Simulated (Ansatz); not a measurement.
# Convergence notes, G0W0 on NaF (wurtzite)

NaF (wurtzite) (no longer in that coordination), relaxed with r2SCAN; one-shot G0W0 in Ansatz without spin-orbit coupling. Spin-unpolarised throughout. Whether this structure exists isn't addressed. The cell started from the wurtzite prototype, but the relaxation took it to the higher symmetry P6_3/mmc (No. 194), so the name no longer describes it.

```
Na F
1.0
     3.86806    0.00000    0.00000
    -1.93403    3.34984    0.00000
     0.00000    0.00000    4.55138
Na F
2 2
Cartesian
  0.0000 2.2332 -0.2845
  1.9340 1.1166 1.9912
  0.0000 2.2332 1.9912
  1.9340 1.1166 4.2669
```

Gaps are read over the mesh points alone. G0W0 here is at a finite number of bands, screening cutoff and k mesh, not at the basis limit.
```csv
start,potentials,frequency model,mesh,empty bands,screening cutoff (eV),Kohn-Sham gap (eV),G0W0 gap (eV),rough cost
PBE,PAW,contour deformation,6×6×4,95,80,5.69,9.63,110 core-seconds
HSE06,PAW,contour deformation,6×6×4,221,140,7.75,10.70,17 core-minutes
LDA,PAW,contour deformation,6×6×4,221,140,5.39,9.72,12 core-minutes
r2SCAN,PAW,contour deformation,6×6×4,221,140,6.34,10.09,12 core-minutes
```

Over the mesh points the PBE gap of 5.69 eV becomes a quasiparticle gap of 9.63 eV (direct at Γ), a change of +3.94 eV. Renormalisation factors Z lie between 0.80 and 0.90.

 r2SCAN runs take a wave cutoff of 500 eV.
